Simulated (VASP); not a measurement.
A run of VASP 6.6.1:

The input INCAR:

```
  PREC = Accurate
  ENCUT = 520
  EDIFF = 1E-7
  ISMEAR = 0
  SIGMA = 0.05
  LREAL = False
  LASPH = True
  NELM = 100
  ALGO = Normal
  ISIF = 2
  LWAVE = False
  LCHARG = False
  GGA = PS
  NBANDS = 16
```

KPOINTS

```
regular mesh
0
Gamma
  12 12 4
```

Contents of POSCAR:

```
BN
1.0
    2.5043488457      0.0000000000      0.0000000000
   -1.2521744229      2.1688297203      0.0243993344
    0.0000000000      0.0789648263      7.0190956742
B N
2 2
Direct
    0.3333333333      0.6666666667      0.2500000000
    0.6666666667      0.3333333333      0.7500000000
    0.3333333333      0.6666666667      0.7500000000
    0.6666666667      0.3333333333      0.2500000000
```

Potentials or basis: VASP PAW PBE potentials, release 64 (B, N).

Run with:

```bash
$ cat potpaw_PBE.64/B/POTCAR potpaw_PBE.64/N/POTCAR > POTCAR
$ mpirun -np 1 vasp_std > vasp.out
```

Hardware: 1 thread of Intel(R) Xeon(R) 6975P-C (Granite Rapids), with other jobs on the host.

Question: How long does it take, and how much memory?

Answer: It took 44 s on 1 thread of Intel(R) Xeon(R) 6975P-C (Granite Rapids) (shared host), peak memory 0.21 GiB. Counts: scf iterations 14, k points 164.
